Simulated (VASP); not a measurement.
## From an Ansatz input to VASP: LiCl (strained database structure)

Ansatz input

```yaml
crystal:
  lattice:
    - [3.8937403927, -0.0720341973, 0.0]
    - [-2.0092536411, 3.4080951945, 0.0]
    - [0.0, 0.0, 6.2258774255]
  atoms:
    - { symbol: Li, position: [0.6640764853, 0.333310482, 0.8781212418] }
    - { symbol: Li, position: [0.3359235147, 0.666689518, 0.3781212418] }
    - { symbol: Cl, position: [0.6597320825, 0.3329347976, 0.4968797582] }
    - { symbol: Cl, position: [0.3402679175, 0.6670652024, 0.9968797582] }
kpoints:
  mp_grid: { grid: [12, 12, 4] }
  band_path:
    path:
      - [0.0, 0.0, 0.0]
      - [0.5, 0.0, 0.0]
      - [0.3333333333, 0.3333333333, 0.0]
      - [0.0, 0.0, 0.5]
      - [0.5, 0.0, 0.5]
      - [0.3333333333, 0.3333333333, 0.5]
    npoints: 1
hamiltonian:
  xc: pbe
scf:
  occupations: { method: fermi_dirac, width: 0.02 }
  n_extra_bands: 5
output:
  forces: true
  stress: true
  eigenvalues: true
```

Problem. Which VASP files do the same job?

Solution. 

INCAR

```
NBANDS = 18
LCHARG = .FALSE.
SIGMA = 0.02
ISMEAR = -1
EDIFF = 1E-7
NELM = 120
ISIF = 2
LASPH = .TRUE.
ENCUT = 520
LWAVE = .FALSE.
PREC = Accurate
IBRION = -1
LREAL = .FALSE.
NSW = 0
GGA = PE
```

KPOINTS

```
KPOINTS created by Atomic Simulation Environment
0
Gamma
12 12 4
0 0 0
```

KPOINTS_OPT

```
special points
6
Reciprocal
0.0000000000 0.0000000000 0.0000000000 1
0.5000000000 0.0000000000 0.0000000000 1
0.3333333333 0.3333333333 0.0000000000 1
0.0000000000 0.0000000000 0.5000000000 1
0.5000000000 0.0000000000 0.5000000000 1
0.3333333333 0.3333333333 0.5000000000 1
```

POSCAR

```
Li Cl
 1.0000000000000000
     3.8937403926999998   -0.0720341973000000    0.0000000000000000
    -2.0092536410999999    3.4080951945000000    0.0000000000000000
     0.0000000000000000    0.0000000000000000    6.2258774255000002
 Li  Cl
   2   2
Cartesian
  1.9160361350111876  1.0881176355407454  5.4670752158755151
 -0.0315493834111878  2.2479433616592535  2.3541365031255155
  1.8998750037335337  1.0871502128738959  3.0935124700644105
 -0.0153882521335336  2.2489107843261036  6.2064511828144111
```

VASP ran with the recommended PBE PAW datasets (20 valence electrons in the cell). Other inputs would serve too.

|  | Ansatz | VASP |
| --- | --- | --- |
| gap between bands v and c | 6.02 eV | 6.03 eV |
| least direct gap | 6.02 eV | 6.03 eV |
| pressure | 0.7 GPa | 0.6 GPa |

Each program uses its own PAW datasets. VASP's cell holds 20 valence electrons and Ansatz's 20. Ansatz's stress includes a Pulay correction; VASP's doesn't.
